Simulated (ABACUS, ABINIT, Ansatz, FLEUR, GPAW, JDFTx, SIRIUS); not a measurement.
## TaN: programs and potentials compared

```xyz
2
Lattice="0.0000 2.2113 2.2113 2.2113 0.0000 2.2113 2.2113 2.2113 0.0000" Properties=species:S:1:pos:R:3 pbc="T T T"
Ta    2.2405    2.3053    2.2063
N     0.0022    0.0062   -0.0610
```

The cell comes from a database or a generator and needn't be the stable form of this composition.

Atoms were shifted at random by some hundredths of an Å from the given cell, which wasn't relaxed again for these runs.

Alike in all runs: task single point; functional PBEsol; k mesh 10 × 10 × 10; occupations fermi-dirac, width 0.05 eV; no spin polarisation; no spin-orbit coupling. A missing gap at this level doesn't show that the real crystal is a metal. Pressure is positive in compression and, in plane waves, holds the error of the finite cutoff.

```
                                        program and potentials  plane-wave cutoff (eV)  notes  band gap (eV)  pressure (GPa)  largest force (eV/Å)  energy over the undisturbed cell (meV/atom)
                                    FLEUR, all-electron, FLAPW                       -      -         no gap               -                 0.770                                            -
   ABACUS, PseudoDojo NC SR 0.4.1 PBEsol standard, plane waves                    1143      -         no gap           -9.34                 0.770                                        15.49
             GPAW, PAW data sets generated for this functional                     800      -         no gap           -9.28                 0.801                                        20.09
JDFTx, PseudoDojo-SR-PBEsol-0.4.1-standard with smoothed tails                    1143      -         no gap           -9.33                 0.770                                        19.29
               ABINIT, PseudoDojo NC SR PBEsol v0.4.1 standard                    1143      -         no gap           -9.33                 0.770                                        19.29
SIRIUS, PseudoDojo 0.4.1 PBEsol standard (scalar relativistic)                    1152      -         no gap           -9.34                 0.770                                            -
                Ansatz, all-electron LAPW, scalar-relativistic                       -      -         no gap           -8.87                 0.770                                            -
```

Force on atom 1 (Ta), eV/Å:

```tsv
program and potentials	x	y	z
FLEUR, all-electron, FLAPW	-0.191	-0.625	-0.408
ABACUS, PseudoDojo NC SR 0.4.1 PBEsol standard, plane waves	-0.191	-0.625	-0.407
GPAW, PAW data sets generated for this functional	-0.200	-0.650	-0.424
JDFTx, PseudoDojo-SR-PBEsol-0.4.1-standard with smoothed tails	-0.191	-0.625	-0.407
ABINIT, PseudoDojo NC SR PBEsol v0.4.1 standard	-0.191	-0.625	-0.407
SIRIUS, PseudoDojo 0.4.1 PBEsol standard (scalar relativistic)	-0.191	-0.625	-0.407
Ansatz, all-electron LAPW, scalar-relativistic	-0.192	-0.625	-0.408
```

None finds a gap. The pressure spans -9.34 (SIRIUS, PseudoDojo 0.4.1 PBEsol standard (scalar relativistic)) to -8.87 GPa (Ansatz, all-electron LAPW, scalar-relativistic), with all-electron results at -8.87.

The functional is the same throughout but for its coding, so the spread measures potentials, basis and numerics; runs on potential files found faulty are left out.
